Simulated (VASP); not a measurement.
# PtS2 (P-3m1) in VASP: a series of runs, part 2 of 2

VASP 6.6.1.

### 3 Dielectric tensor, PBE

Input file INCAR:

```
  PREC = Accurate
  ENCUT = 650
  EDIFF = 1E-8
  ISMEAR = 0
  SIGMA = 0.01
  LREAL = False
  LASPH = True
  NELM = 100
  ALGO = Normal
  ISIF = 2
  LWAVE = False
  LCHARG = False
  GGA = PE
  LEPSILON = True
```

Input file KPOINTS:

```
regular mesh
0
Gamma
  8 8 5
```

Input file POSCAR:

```
PtS2
1.0
    3.5432000000      0.0000000000      0.0000000000
   -1.7716000000      3.0685012107      0.0000000000
    0.0000000000      0.0000000000      5.0388000000
Pt S
1 2
Direct
    0.0000000000      0.0000000000      0.0000000000
    0.6666666667      0.3333333333      0.7730000000
    0.3333333333      0.6666666667      0.2270000000
```

Potentials or basis: VASP PAW PBE potentials, release 64 (Pt, S).

Launch:

```console
$ cat potpaw_PBE.64/Pt/POTCAR potpaw_PBE.64/S/POTCAR > POTCAR
$ mpirun -np 1 vasp_std > vasp.out
```

OUTCAR:

```text
PREC = Accurate
   ENCUT = 650
   EDIFF = 1E-8
   ISMEAR = 0
   LREAL = False
   LASPH = True
   NELM = 100
   ISIF = 2
   GGA = PE
   LEPSILON = True

 Found     40 irreducible k-points:

 Following reciprocal coordinates:
            Coordinates               Weight
  0.000000  0.000000  0.000000      1.000000
  0.125000  0.000000  0.000000      6.000000
  0.250000  0.000000  0.000000      6.000000
  0.375000  0.000000  0.000000      6.000000
  0.500000  0.000000  0.000000      3.000000
  0.125000  0.125000  0.000000      6.000000
   k-points           NKPTS =     40   k-points in BZ     NKDIM =     40   number of bands    NBANDS=     15
   number of dos      NEDOS =    301   number of ions     NIONS =      3
   total plane-waves  NPLWV =  37800
   dimension x,y,z NGX =    30 NGY =   30 NGZ =   42
   dimension x,y,z NGXF=    60 NGYF=   60 NGZF=   84
   ions per type =               1   2
   NGX,Y,Z   is equivalent  to a cutoff of  14.08, 14.08, 13.86 a.u.
   NGXF,Y,Z  is equivalent  to a cutoff of  28.15, 28.15, 27.71 a.u.
 SYSTEM =  unknown system
   PREC   = accura    normal or accurate (medium, high low for compatibility)
   ISTART =      0    job   : 0-new  1-cont  2-samecut
   ICHARG =      2    charge: 1-file 2-atom 10-const
   ISPIN  =      1    spin polarized calculation?
   LNONCOLLINEAR =      F non collinear calculations
   LSORBIT =      F    spin-orbit coupling
   LASPH  =      T    aspherical Exc in radial PAW
   ENCUT  =  650.0 eV  47.77 Ry    6.91 a.u.   7.37  7.37 10.47*2*pi/ulx,y,z
   NELM   =    100;   NELMIN=  2; NELMDL= -5     # of ELM steps
   EDIFF  = 0.1E-07   stopping-criterion for ELM
   LREAL  =      F    real-space projection
   EDIFFG = 0.1E-06   stopping-criterion for IOM
   NSW    =      0    number of steps for IOM
   IBRION =     -1    ionic relax: 0-MD 1-quasi-New 2-CG
   NFREE  =      0    steps in history (QN), initial steepest desc. (CG)
   ISIF   =      2    stress and relaxation
   ISYM   =      2    0-nonsym 1-usesym 2-fastsym
   POTIM  = 0.5000    time-step for ionic-motion
   TEBEG  =    0.0;   TEEND  =   0.0 temperature during run
   PSTRESS=    0.0 pullay stress
   NELECT =      22.0000    total number of electrons
   NUPDOWN=      -1.0000    fix difference up-down
   EMIN   =  10.00;   EMAX   =-10.00  energy-range for DOS
   EFERMI =   0.00;   METHOD = LEGACY
   ISMEAR =     0;   SIGMA  =   0.01  broadening in eV -4-tet -1-fermi 0-gaus
   EFERMI_NEDOS =   21; number of points for ismear=-14 and -15
   IALGO  =     38    algorithm
   IMIX   =      4    mixing-type and parameters
     AMIX     =   0.40;   BMIX     =  1.00
     AMIX_MAG =   1.60;   BMIX_MAG =  1.00
  volume/ion in A,a.u.               =      18.26       123.23
  Fermi-wavevector in a.u.,A,eV,Ry     =   1.207812  2.282434 19.848315  1.458810
  Thomas-Fermi vector in A             =   2.343439
   LORBIT       =      0    0 simple, 1 ext, 2 COOP (PROOUT), +10 PAW based schemes
   GGA     = PE    functional components
   LHFCALC =     F    Hartree Fock is set to
   AEXX    =    0.0000 exact exchange contribution
   IVDW    =     0    specifies the selected vdW correction
   LEPSILON=     T    determine dielectric tensor
   LRPA    =     F    only Hartree local field effects (RPA)
 non-spin polarized calculation
 Gauss-broadening in eV      SIGMA  =   0.01
[... 130 lines left out ...]
  -------------------------------------------------------------------------------------
  Total        3.9832023      3.9832023      3.4750959      0.0000000      0.0000000      0.0000000
  in kB      116.4913983    116.4913983    101.6314881      0.0000000      0.0000000      0.0000000
  external PRESSURE =     111.5380949 kB  Pullay stress =       0.0000000 kB

 VOLUME and BASIS-vectors are now :
 -----------------------------------------------------------------------------
  energy-cutoff  :      650.00
  volume of cell :       54.78
      direct lattice vectors                 reciprocal lattice vectors
     3.543200000  0.000000000  0.000000000     0.282230752  0.162946001  0.000000000
    -1.771600000  3.068501211  0.000000000     0.000000000  0.325892001  0.000000000
     0.000000000  0.000000000  5.038800000     0.000000000  0.000000000  0.198459951

 POSITION                                       TOTAL-FORCE (eV/Angst)
 -----------------------------------------------------------------------------------
      0.00000      0.00000      0.00000         0.000000      0.000000     -0.000000
      1.77160      1.02283      3.89499        -0.000000     -0.000000     -1.213150
     -0.00000      2.04567      1.14381         0.000000      0.000000      1.213150
 -----------------------------------------------------------------------------------
    total drift:                                0.000000     -0.000000      0.000000

  FREE ENERGIE OF THE ION-ELECTRON SYSTEM (eV)
  ---------------------------------------------------
  free  energy   TOTEN  =       -15.2721488927 eV

  energy  without entropy=      -15.2721488927  energy(sigma->0) =      -15.27214889

 HEAD OF MICROSCOPIC STATIC DIELECTRIC TENSOR (INDEPENDENT PARTICLE, excluding Hartree and local field effects)
 ------------------------------------------------------
          19.598191     0.000000     0.000000
           0.000000    19.598191     0.000000
           0.000000     0.000000    12.836775
 ------------------------------------------------------

 Free energy of the ion-electron system (eV)
  ---------------------------------------------------
  ---------------------------------------------------
  free energy    TOTEN  =        -2.84093323 eV

  energy without entropy =       -2.84093323

------------------------ aborting loop because EDIFF is reached ----------------------------------------

--------------------------------------- Ionic step        2  -------------------------------------------

------------------------ aborting loop because EDIFF is reached ----------------------------------------

--------------------------------------- Ionic step        3  -------------------------------------------

 Free energy of the ion-electron system (eV)
  ---------------------------------------------------
  ---------------------------------------------------
  free energy    TOTEN  =        -1.42183297 eV

  energy without entropy =       -1.42183297

------------------------ aborting loop because EDIFF is reached ----------------------------------------

 PIEZOELECTRIC TENSOR FIELD DIRECTION 3  (e Angst)
 -----------------------------------------------------------------------------
     0.00640  0.00000  0.00000           (  0.00007  0.00000  0.00000)
    -0.00000  0.00640 -0.00000           ( -0.00000  0.00007  0.00000)
     0.00000  0.00000 -0.01981           (  0.00000  0.00000 -0.00000)

 PIEZOELECTRIC TENSOR FIELD DIRECTION 3  (C/m^2)
 -----------------------------------------------------------------------------
     0.00187  0.00000  0.00000
    -0.00000  0.00187 -0.00000
     0.00000  0.00000 -0.00579

 MACROSCOPIC STATIC DIELECTRIC TENSOR (including local field effects in DFT)
 ------------------------------------------------------
          18.365603     0.000000     0.000000
           0.000000    18.365603    -0.000000
           0.000000     0.000000     9.968942
 ------------------------------------------------------

 PIEZOELECTRIC TENSOR (including local field effects)  for field in x, y, z        (e  Angst)
          XX          YY          ZZ          XY          YZ          ZX
  --------------------------------------------------------------------------------
  x     0.00000     0.00000     0.00000     0.00000     0.00000     0.00000
  y     0.00000     0.00000     0.00000     0.00000     0.00000     0.00000
  z     0.00000     0.00000     0.00000     0.00000     0.00000     0.00000

 PIEZOELECTRIC TENSOR (including local field effects)  for field in x, y, z        (C/m^2)
          XX          YY          ZZ          XY          YZ          ZX
  --------------------------------------------------------------------------------
  x     0.00000     0.00000     0.00000     0.00000     0.00000     0.00000
  y     0.00000     0.00000     0.00000     0.00000     0.00000     0.00000
  z     0.00000     0.00000     0.00000     0.00000     0.00000     0.00000

 BORN EFFECTIVE CHARGES (including local field effects) (in |e|, cummulative output)
 ---------------------------------------------------------------------------------
 ion    1
    1     2.96065     0.00000     0.00000
    2     0.00000     2.96065     0.00000
    3    -0.00000    -0.00000    -0.56533
 ion    2
    1    -1.48032     0.00000     0.00000
    2     0.00000    -1.48032    -0.00000
    3    -0.00000     0.00000     0.28266
 ion    3
    1    -1.48032     0.00000     0.00000
    2     0.00000    -1.48032    -0.00000
    3     0.00000     0.00000     0.28266
```

stdout:

```text
POSCAR found type information on POSCAR PtS
 POSCAR found :  2 types and       3 ions
 scaLAPACK will be used
 LDA part: xc-table for (Slater+PW92), standard interpolation
 POSCAR, INCAR and KPOINTS ok, starting setup
 FFT: planning ... GRIDC
 FFT: planning ... GRID_SOFT
 FFT: planning ... GRID
 WAVECAR not read
 entering main loop
 Linear response reoptimize wavefunctions to high precision
 Linear response G [H, r] |phi>, progress :
  Direction:   1
 Linear response G [H, r] |phi>, progress :
  Direction:   2
 Linear response G [H, r] |phi>, progress :
  Direction:   3
 Linear response to external field (no local field effect), progress :
  Direction:   1
 dielectric tensor                  component  1 :    21.222     1.296    -1.207
 Linear response to external field (no local field effect), progress :
  Direction:   2
 dielectric tensor                  component  2 :     1.296    17.975    -1.933
 Linear response to external field (no local field effect), progress :
  Direction:   3
 dielectric tensor                  component  3 :    -1.207    -1.933    12.837
 Linear response to external field, progress :
  Direction:   1
 dielectric tensor                  component  1 :    18.366     0.207     0.891
 Linear response to external field, progress :
  Direction:   2
 dielectric tensor                  component  2 :     0.208    18.366     0.000
 Linear response to external field, progress :
  Direction:   3
 dielectric tensor                  component  3 :    -1.289    -1.834     9.969
 Born effective charges drift removed
```

Run time: 5.6 min. Hardware: 1 thread of Intel Xeon Platinum 8488C (Sapphire Rapids), shared host; peak memory 0.43 GiB.

The run converged, but some of its settings lie outside the range that counts as converged, so its numbers aren't taken as properties of the crystal.

What came out:

- Band gap on the k mesh: 0.98 eV, indirect (least direct gap 1.02 eV)
- Electronic dielectric tensor (diagonal): 18.37, 18.37, 9.97
- Born charges (mean of the diagonal): Pt +1.79; S -0.89 e

Caveat: spin-orbit coupling is left out, which moves the levels of the heavy elements; an odd mesh through Γ misses points on the zone boundary, where band edges often lie.

### 4 Dielectric tensor, PBE

INCAR, as its differences from that of step 3:

```diff
@@ -1,3 +1,3 @@
   PREC = Accurate
-  ENCUT = 650
+  ENCUT = 520
   EDIFF = 1E-8
```

Input file KPOINTS:

```
regular mesh
0
Gamma
  10 10 6
```

POSCAR is that of step 3.

Potentials or basis: VASP PAW PBE potentials, release 64 (Pt, S).

Launch:

```console
$ cat potpaw_PBE.64/Pt/POTCAR potpaw_PBE.64/S/POTCAR > POTCAR
$ mpirun -np 1 vasp_std > vasp.out
```

OUTCAR:

```text
PREC = Accurate
   ENCUT = 520
   EDIFF = 1E-8
   ISMEAR = 0
   LREAL = False
   LASPH = True
   NELM = 100
   ISIF = 2
   GGA = PE
   LEPSILON = True

 Found     72 irreducible k-points:

 Following reciprocal coordinates:
            Coordinates               Weight
  0.000000  0.000000  0.000000      1.000000
  0.100000  0.000000  0.000000      6.000000
  0.200000  0.000000  0.000000      6.000000
  0.300000  0.000000  0.000000      6.000000
  0.400000  0.000000  0.000000      6.000000
  0.500000  0.000000  0.000000      3.000000
   k-points           NKPTS =     72   k-points in BZ     NKDIM =     72   number of bands    NBANDS=     15
   number of dos      NEDOS =    301   number of ions     NIONS =      3
   total plane-waves  NPLWV =  31360
[... 252 lines left out ...]
 ------------------------------------------------------
          18.363600    -0.000000     0.000000
           0.000000    18.363600     0.000000
           0.000000    -0.000000     9.213318
 ------------------------------------------------------

 PIEZOELECTRIC TENSOR (including local field effects)  for field in x, y, z        (e  Angst)
          XX          YY          ZZ          XY          YZ          ZX
  --------------------------------------------------------------------------------
  x     0.00000     0.00000     0.00000     0.00000     0.00000     0.00000
  y     0.00000     0.00000     0.00000     0.00000     0.00000     0.00000
  z     0.00000     0.00000     0.00000     0.00000     0.00000     0.00000

 PIEZOELECTRIC TENSOR (including local field effects)  for field in x, y, z        (C/m^2)
          XX          YY          ZZ          XY          YZ          ZX
  --------------------------------------------------------------------------------
  x     0.00000     0.00000     0.00000     0.00000     0.00000     0.00000
  y     0.00000     0.00000     0.00000     0.00000     0.00000     0.00000
  z     0.00000     0.00000     0.00000     0.00000     0.00000     0.00000

 BORN EFFECTIVE CHARGES (including local field effects) (in |e|, cummulative output)
 ---------------------------------------------------------------------------------
 ion    1
    1     2.93001     0.00000     0.00000
    2     0.00000     2.93001     0.00000
    3    -0.00000     0.00000    -0.58862
 ion    2
    1    -1.46500     0.00000     0.00000
    2     0.00000    -1.46500     0.00000
    3     0.00000    -0.00000     0.29431
 ion    3
    1    -1.46500     0.00000     0.00000
    2     0.00000    -1.46500     0.00000
    3     0.00000    -0.00000     0.29431
```

stdout:

```text
POSCAR found type information on POSCAR PtS
 POSCAR found :  2 types and       3 ions
 scaLAPACK will be used
 LDA part: xc-table for (Slater+PW92), standard interpolation
 POSCAR, INCAR and KPOINTS ok, starting setup
 FFT: planning ... GRIDC
 FFT: planning ... GRID_SOFT
 FFT: planning ... GRID
 WAVECAR not read
 entering main loop
 Linear response reoptimize wavefunctions to high precision
 Linear response G [H, r] |phi>, progress :
  Direction:   1
 Linear response G [H, r] |phi>, progress :
  Direction:   2
 Linear response G [H, r] |phi>, progress :
  Direction:   3
 Linear response to external field (no local field effect), progress :
  Direction:   1
 dielectric tensor                  component  1 :    21.052     1.383    -1.209
 Linear response to external field (no local field effect), progress :
  Direction:   2
 dielectric tensor                  component  2 :     1.383    18.132    -1.496
 Linear response to external field (no local field effect), progress :
  Direction:   3
 dielectric tensor                  component  3 :    -1.209    -1.496    12.083
 Linear response to external field, progress :
  Direction:   1
 dielectric tensor                  component  1 :    18.364     0.309     0.602
 Linear response to external field, progress :
  Direction:   2
 dielectric tensor                  component  2 :     0.312    18.364     0.000
 Linear response to external field, progress :
  Direction:   3
 dielectric tensor                  component  3 :    -1.326    -1.478     9.213
 Born effective charges drift removed
```

Wall time 7 min (1 thread of Intel Xeon Platinum 8488C (Sapphire Rapids), shared host); peak memory 0.46 GiB.

The run converged, but some of its settings lie outside the range that counts as converged, so its numbers aren't taken as properties of the crystal.

Results:

| Item | Value |
| --- | --- |
| Band gap on the k mesh | 0.79 eV, indirect (least direct gap 1.20 eV) |
| Electronic dielectric tensor (diagonal) | 18.36, 18.36, 9.21 |
| Born charges (mean of the diagonal) | Pt +1.76; S -0.88 e |

Caveat: spin-orbit coupling is left out, which moves the levels of the heavy elements.
